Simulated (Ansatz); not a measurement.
## Li$_{2}$Se: computed properties

Computed with DFT r2SCAN, scalar-relativistic, plane waves, PAW in Ansatz.

Settings: cutoff 500 eV, Γ-centred mesh 8×8×8 on the computed 3-atom cell, Gaussian smearing of 0.02 eV; no spin polarisation.

The structure is relaxed at this level of theory with its symmetry kept.

```cif
data_structure
_symmetry_space_group_name_H-M 'P 1'
_symmetry_Int_Tables_number 1
_cell_length_a 4.2333
_cell_length_b 4.2333
_cell_length_c 4.2333
_cell_angle_alpha 60.000
_cell_angle_beta 60.000
_cell_angle_gamma 60.000
_cell_volume 53.64
loop_
_atom_site_label
_atom_site_type_symbol
_atom_site_fract_x
_atom_site_fract_y
_atom_site_fract_z
_atom_site_occupancy
Li1 Li 0.25000 0.25000 0.25000 1
Li2 Li 0.75000 0.75000 0.75000 1
Se1 Se 0.00000 0.00000 0.00000 1
```

```json
{
  "Space group": "Fm-3m (No. 225)",
  "Volume per atom": "17.88 Å³",
  "Formation energy from the elements' standard states (uncorrected)": "-1.430 eV/atom",
  "Generalised Kohn–Sham band gap": "3.48 eV, indirect from Γ to X",
  "Löwdin character of the top 1 eV of the valence band": "Se 4p 96 %",
  "Electron masses at the edge by Cartesian direction of the standard setting (m_e; degenerate bands sorted by energy; no spin-orbit coupling)": "x: 0.60; y: 0.31; z: 0.31",
  "Hole masses at the edge by Cartesian direction of the standard setting (m_e; degenerate bands sorted by energy; no spin-orbit coupling)": "x: 0.85, 0.85, 0.39; y: 0.85, 0.85, 0.39; z: 0.85, 0.85, 0.39",
  "Bulk modulus": "35 GPa",
  "Its pressure derivative": "3.9",
  "Electronic dielectric constant xx, yy, zz of the standard setting (independent particles)": "4.3, 4.3, 4.3",
  "Bader charges (e)": "Li (2 in the cell) 0.88, Se (1 in the cell) -1.76"
}
```

Cost: 12 runs of about 3.9 core-minutes in all, on Intel Xeon Processor @ 2.50GHz (Skylake/Cascade Lake) (shared hosts).